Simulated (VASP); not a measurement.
Mo:

```
Mo
1.0
     2.80613    0.00000    0.00000
    -1.40307    2.43018    0.00000
     0.00000    0.00000    4.58335
Mo
2
Direct
  0.33333 0.66667 0.75000
  0.66667 0.33333 0.25000
```

The cell was built by a generator and needn't be a form met in nature.

* Program: VASP 6.6.1
* Task: relaxation of cell and atoms
* Functional: PBE
* Potentials or basis: VASP PAW PBE potentials, release 64 (Mo_sv)
* Cutoff: 600 eV
* k mesh: 8 × 8 × 4
* Occupations: gaussian, width 0.05 eV
* Spin: no spin polarisation

At the start: pressure 6.5 GPa; volume 15.63 Å³/atom.

Question: Where does the relaxation end?

Answer: Over 10 steps the energy falls by 54.3 meV/atom and the volume is 16.14 Å³/atom (+3.3 %); space group P6_3/mmc (No. 194, to 0.05 Å).

Step by step:
| step | energy change (eV) | largest force (eV/Å) | pressure (GPa) | volume (Å³) |
| --- | --- | --- | --- | --- |
| 1 | 0.0000 | 0.0000 | 6.45 | 31.26 |
| 2 | 0.0698 | 0.0000 | -13.23 | 34.19 |
| 3 | -0.0177 | 0.0000 | -0.42 | 32.13 |
| 4 | -0.0271 | 0.0000 | -0.45 | 32.19 |
| 5 | -0.0949 | 0.0000 | -0.73 | 32.32 |
| 6 | 0.0035 | 0.0000 | 2.05 | 32.45 |
| 7 | -0.1085 | 0.0000 | -0.70 | 32.37 |
| 8 | -0.1085 | 0.0000 | -0.72 | 32.37 |
| 9 | -0.1034 | 0.0000 | 3.64 | 31.82 |
| 10 | -0.1087 | 0.0000 | 0.00 | 32.27 |

Final structure:
```yaml
crystal:
  lattice:
    - [2.75115, 0.00000, 0.00000]
    - [-1.37558, 2.38257, 0.00000]
    - [0.00000, 0.00000, 4.92386]
  atoms:
    - { symbol: Mo, position: [0.33333, 0.66667, 0.75000] }
    - { symbol: Mo, position: [0.66667, 0.33333, 0.25000] }
```
